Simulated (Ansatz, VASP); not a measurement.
Co in VASP and in Ansatz

```
Co
1.0
     2.52048    0.00000    0.00000
    -1.26024    2.18280    0.00000
     0.00000    0.00000    4.10001
Co
2
Direct
  0.66667 0.33333 0.75000
  0.33333 0.66667 0.25000
```

Change from the starting cell: volume scaled by 1.06.

Alike in both runs: task single point; functional PBEsol; k mesh 12 × 12 × 7; occupations fermi-dirac, width 0.05 eV; collinear spin.

|  | VASP | Ansatz |
| --- | --- | --- |
| version | VASP 6.6.1 | Ansatz 0.2.0 |
| potentials or method | VASP PAW PBE potentials, release 64 (Co), cutoff 520 eV | all-electron LAPW, scalar-relativistic |

```csv
,VASP,Ansatz,Ansatz less VASP
gap on the k mesh at the Fermi level (eV),none,none,-
pressure (GPa),-16.9,-16.5,+0.41
largest component of the traceless stress (GPa),1.61,1.56,-0.057
net moment per atom (μB),1.65,1.66,+0.007
size of the moment on the site where the two differ most (μB),1.67,1.71,+0.037
```

Site moments also hang on the region over which each program counts them. A gap of «none» marks a metal or a gap that the smearing closes. Ansatz ran all-electron here, so the differences hold the error of VASP's frozen core and of both bases.

Caveats: so large a pressure means that the cell lies far from this level's equilibrium, or that cutoff or potentials fall short (VASP); the potentials were made for another functional, which shifts forces and pressure (VASP).
